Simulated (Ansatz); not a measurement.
This HfN structure is the end of a relaxation. The cell was found from a structure generator's guess, not taken from experiment.

Computed with DFT PBE, scalar-relativistic, plane waves, PAW (Ansatz 0.2.0). Cutoff 420 eV, Γ-centred mesh, Gaussian smearing, no spin polarisation.

```
Hf N
1.0
     3.15941    0.00000    0.00000
    -1.57970    2.73613    0.00000
     0.00000    0.00000    5.45107
Hf N
2 2
Cartesian
  1.5797 0.9120 1.3628
  0.0000 1.8241 4.0883
  0.0000 0.0000 0.0000
  0.0000 0.0000 2.7255
```

Formation energies are uncorrected and refer to the elements' standard structures at the same level (N₂ as a molecule).

Question: Find its symmetry and describe it.

Answer: P6_3/mmc (No. 194), the anti-nickel arsenide type. Conventional cell: a = 3.159 Å, c = 5.451 Å. Hf is surrounded by 6 N at 2.28 Å and 12 Hf at 3.16–3.28 Å; N is surrounded by 6 Hf at 2.28 Å.

Question: How far does it lie from the elements in energy?

Answer: −1.64 eV/atom. Whether it is stable depends on the other phases of the system, which aren't compared here.

Question: Is it a metal?

Answer: Yes, bands cross the Fermi level on the 18×18×8 mesh.

The last run used an 18×18×8 mesh (in the run's order of axes) for its 4-atom cell and Gaussian smearing of 0.10 eV. Spin–orbit coupling, which can matter for Hf, is left out. This cell was reached by moving the atoms of another relaxed cell at random and relaxing again, last within the group found; it had no such test of its own.
